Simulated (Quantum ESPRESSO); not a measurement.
SrO under changes of volume

One of the cells (16.901 Å³/atom); the others are scaled copies at fixed shape and fractional positions:

```
Sr O
1.0
     0.00000    2.56630    2.56630
     2.56630    0.00000    2.56630
     2.56630    2.56630    0.00000
Sr O
1 1
Direct
  0.50000 0.50000 0.50000
  0.00000 0.00000 0.00000
```

- Program: Quantum ESPRESSO 7.5
- Functional: PBEsol
- Potentials or basis: PseudoDojo 0.4.1 SR PBEsol standard
- Cutoff: 1143 eV
- Density cutoff: 4572 eV
- k mesh: 9 × 9 × 9
- Occupations: fermi-dirac, width 0.05 eV
- Spin: no spin polarisation

| volume (Å³/atom) | energy over the lowest point (meV/atom) | pressure (GPa) | gap on the mesh (eV) |
| --- | --- | --- | --- |
| 15.887 | 14.72 | 5.7 | 3.22 |
| 16.225 | 5.19 | 3.3 | 3.24 |
| 16.563 | 0.45 | 1.2 | 3.25 |
| 16.901 | 0.00 | -0.8 | 3.27 |
| 17.239 | 3.38 | -2.5 | 3.28 |
| 17.577 | ? | ? | ? |
| 17.915 | 20.07 | -5.4 | 3.29 |

**Question.** What does the run at 17.577 Å³/atom give?

**Answer.** Energy over the lowest point 10.19 meV/atom; pressure -4.0 GPa; gap on the mesh 3.29 eV.

Worked out: A Birch-Murnaghan fit of order 3 (a polynomial in V^(-2/3)) to the other rows has its minimum at 16.77 Å³/atom with B0 = V·E''(V) = 94 GPa and B' = 4.5. It gives 10.19 meV/atom at 17.577 Å³/atom, against the run's 10.19, and -dE/dV = -4.0 GPa, against -4.0. A straight line through the other rows of the gap, of slope 0.595 eV per unit of ln V, gives 3.29 eV, against the run's 3.29.

Energies are extrapolated to zero smearing.

Caveats: an odd mesh through Γ misses points on the zone boundary, where band edges often lie. Spin-orbit coupling on Sr is left out.
